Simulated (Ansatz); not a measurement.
Here is an Ansatz 0.2.0 calculation.

The input input.yaml:

```yaml
crystal:
  lattice: { a: 2.67, b: 2.67, c: 4.966, alpha: 90.0, beta: 90.0, gamma: 120.0 }
  space_group: 194
  reduce_to_primitive: true
  atoms:
    - { symbol: Zn, wyckoff: "2c", position: [0.6666666667, 0.3333333333, 0.75] }
hamiltonian:
  xc: hf
  pseudopotentials: { kind: nc, accuracy: standard }
kpoints:
  mp_grid: { grid: [8, 8, 4] }
scf:
  occupations: { method: gaussian, width: 0.02 }
output:
  forces: true
  stress: true
  eigenvalues: true
  bader: false
  populations: true
  write_density: true
  write_potential: true
  elf: true
  volumetric_format: npy
```

Potentials or basis: PseudoDojo standard (PBE files).

The run is started by

```sh
$ ansatz run input.yaml --threads 1 --pin off --max-ram 2560MiB --backend cpu --events-out ev --progress --plain --runs-dir out
```

Task: What does it give for the pressure?

Result: 10.6 GPa.

Task: What does it give for the band gap on the k mesh?

Result: None (metal or under the smearing width).

Stress tensor (GPa, compression positive):
```
11.68  0.00  0.00
 0.00 11.68  0.00
 0.00  0.00  8.59
```

Caveat: the potentials were made for another functional, which shifts forces and pressure; the pressure holds a Pulay correction of +0.3 GPa for the finite cutoff; the thresholds are loose for stress.
